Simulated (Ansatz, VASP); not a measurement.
## EuS: VASP beside Ansatz

File INCAR:

```
PREC     = Accurate       # precision mode
ENCUT    = 520            # plane-wave cutoff, eV
EDIFF    = 1E-6           # SCF threshold, eV
ISMEAR   = 0              # smearing method
SIGMA    = 0.05           # smearing width, eV
LREAL    = False          # projectors in reciprocal space
LASPH    = True           # aspherical terms in the spheres
NELM     = 150            # most SCF steps
ALGO     = Normal         # electronic algorithm
ISIF     = 2              # what is computed and relaxed
LWAVE    = False          # write WAVECAR
LCHARG   = False          # write CHGCAR
ISPIN    = 2              # spin polarisation
MAGMOM   = 7.55 -0.06     # initial moments
LORBIT   = 11             # projections on sites
LMAXMIX  = 6              # l up to which the mixer works
LDAU     = True           # DFT+U
LDAUTYPE = 1            
LDAUL    = 3 -1           # shell
LDAUU    = 8 0            # U, eV
LDAUJ    = 0.9 0        
LDAUPRINT= 1            
GGA      = CA             # functional
NBANDS   = 22             # bands
```

The input KPOINTS:

```
regular mesh
0
Gamma
  6 6 6
```

POSCAR

```
EuS
1.0
    0.0000000000      2.9785018700      2.9785018700
    2.9785018700      0.0000000000      2.9785018700
    2.9785018700      2.9785018700      0.0000000000
Eu S
1 1
Direct
    0.5000000000      0.5000000000      0.5000000000
    0.0000000000      0.0000000000      0.0000000000
```

Input for Ansatz:

```yaml
crystal:
  lattice:
    - [0.0, 2.97850187, 2.97850187]
    - [2.97850187, 0.0, 2.97850187]
    - [2.97850187, 2.97850187, 0.0]
  atoms:
    - { symbol: Eu, position: [0.5, 0.5, 0.5], spin: 7.0 }
    - { symbol: S, position: [0.0, 0.0, 0.0] }
basis:
  ecutwfc: 420
  ecutrho_ratio: 4
kpoints:
  mp_grid: { grid: [6, 6, 6] }
hamiltonian:
  xc: lda
  hubbard:
    sites:
      - { site: 0, l: f, u: 8.0, j: 0.9, starting_ns: [{ spin: up, occupation_matrix: s0up }, { spin: down, occupation_matrix: s0down }] }
    occupation_matrices:
      s0up:
        matrix:
          - [0.97, 0.0, 0.0, 0.0, 0.0, 0.0, 0.0]
          - [0.0, 0.97, 0.0, 0.0, 0.0, 0.0, 0.0]
          - [0.0, 0.0, 0.97, 0.0, 0.0, 0.0, 0.0]
          - [0.0, 0.0, 0.0, 0.97, 0.0, 0.0, 0.0]
          - [0.0, 0.0, 0.0, 0.0, 0.97, 0.0, 0.0]
          - [0.0, 0.0, 0.0, 0.0, 0.0, 0.97, 0.0]
          - [0.0, 0.0, 0.0, 0.0, 0.0, 0.0, 0.97]
      s0down:
        matrix:
          - [0.02, 0.0, 0.0, 0.0, 0.0, 0.0, 0.0]
          - [0.0, 0.02, 0.0, 0.0, 0.0, 0.0, 0.0]
          - [0.0, 0.0, 0.02, 0.0, 0.0, 0.0, 0.0]
          - [0.0, 0.0, 0.0, 0.02, 0.0, 0.0, 0.0]
          - [0.0, 0.0, 0.0, 0.0, 0.02, 0.0, 0.0]
          - [0.0, 0.0, 0.0, 0.0, 0.0, 0.02, 0.0]
          - [0.0, 0.0, 0.0, 0.0, 0.0, 0.0, 0.02]
    ns_hold: { iters: 10 }
scf:
  occupations: { method: gaussian, width: 0.05 }
  lower_state_search: "off"
  max_iter: 150
output:
  forces: true
  stress: true
  eigenvalues: true
  populations: true
  hubbard: { sites: [{ site: 0, l: f }] }
  write_density: true
  write_potential: true
  elf: true
  volumetric_format: npy
magnetization:
  spin_polarized: true
```

Alike in both runs: task single point; functional LDA; k mesh 6 × 6 × 6; occupations gaussian, width 0.05 eV; collinear spin; Hubbard terms Eu f U = 8.0 eV, J = 0.9 eV.

|  | VASP | Ansatz |
| --- | --- | --- |
| version | VASP 6.6.1 | Ansatz 0.2.0 |
| potentials or method | VASP PAW PBE potentials, release 64 (Eu, S) | scalar-relativistic, plane waves, PAW |
| plane-wave cutoff (eV) | 520 | 420 |
| valence electrons in the cell | 23 | 23 |

VASP gave:

| Property | Result |
| --- | --- |
| gap on the k mesh at the Fermi level (eV) | 0.55 |
| least direct gap on the mesh (eV) | 0.88 |
| pressure (GPa) | -3.5 |
| net moment per atom (μB) | 3.50 |
| size of the moment on the site where the two differ most (μB) | 6.75 |

**Question.** Which values does Ansatz return?

**Answer.** gap on the k mesh at the Fermi level (eV): 0.78; least direct gap on the mesh (eV): 1.27; pressure (GPa): -3.8; net moment per atom (μB): 3.50; size of the moment on the site where the two differ most (μB): 6.86.

Site moments also hang on the region over which each program counts them. The programs project onto different local orbitals, so the same U acts differently.

Caveats: the PAW data sets were made with another functional, which shifts forces and pressure a little (VASP); spin-orbit coupling is left out, which moves the levels of the heavy elements; a cell with one magnetic atom can't hold antiferromagnetic order, which such compounds often take. The state reached can hang on the start; a lower one may exist. A k mesh can miss the band edges.
